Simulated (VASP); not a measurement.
**ZnS (Wurtzite-2H): single point with RPBE+D4**

**What was measured.**

From a printed reference work, monograph, for a bulk crystal of ZnS at 4 K: band gap 3.911 eV (direct).

The system is ZnS (Wurtzite-2H).

```xyz
4
Lattice="3.8362 0.0000 0.0000 -1.9181 3.3223 0.0000 0.0000 0.0000 6.2753" Properties=species:S:1:pos:R:3 pbc="T T T"
Zn    1.9181    1.1074    3.1376
Zn    0.0000    2.2149    0.0000
S     1.9181    1.1074    5.5536
S     0.0000    2.2149    2.4160
```

- Program: VASP 6.6.1
- Task: single point
- Functional: RPBE
- Dispersion: D4
- Potentials or basis: VASP PAW PBE potentials, release 64 (Zn, S)
- Cutoff: 520 eV
- k mesh: 8 × 8 × 5
- Occupations: fermi-dirac, width 0.05 eV
- Spin: no spin polarisation

The pressure is -2.2 GPa, the largest force is 0.303 eV/Å and the band gap on the k mesh is 2.33 eV, direct. The dispersion energy per atom is -0.590 eV.

Forces in eV/Å, atoms in the order of the input:
```
Zn   0.000  0.000  0.303
Zn   0.000  0.000  0.303
S    0.000  0.000 -0.303
S    0.000  0.000 -0.303
```

Stress tensor (GPa, compression positive):
```
-1.48  0.00  0.00
 0.00 -1.48  0.00
 0.00  0.00 -3.54
```

Levels at points of the mesh, in eV from the valence-band top:
```
           k point  band 14  band 15  band 16  band 17  band 18  band 19  band 20  band 21  band 22  band 23
(0.00, 0.00, 0.00)    -0.83    -0.83    -0.01    -0.01     0.00     2.33     3.08     6.37     6.37     6.68
(0.50, 0.00, 0.00)    -4.09    -3.03    -2.17    -1.48    -0.95     3.75     4.32     5.32     7.21     7.43
```

Wall time 26 s on 1 thread of Intel(R) Xeon(R) 6975P-C (Granite Rapids), with other jobs on the host, peak memory 0.22 GiB.

Against the measured gap of ZnS, 3.911 eV (direct; 4 K; a printed reference work, monograph), the calculated 2.33 eV is off by -1.58 eV. The value is that of RPBE+D4, without temperature or zero-point motion. Semilocal functionals fall short of measured gaps as a rule.

Caveat: the PAW data sets were made with another functional, which shifts forces and pressure a little.
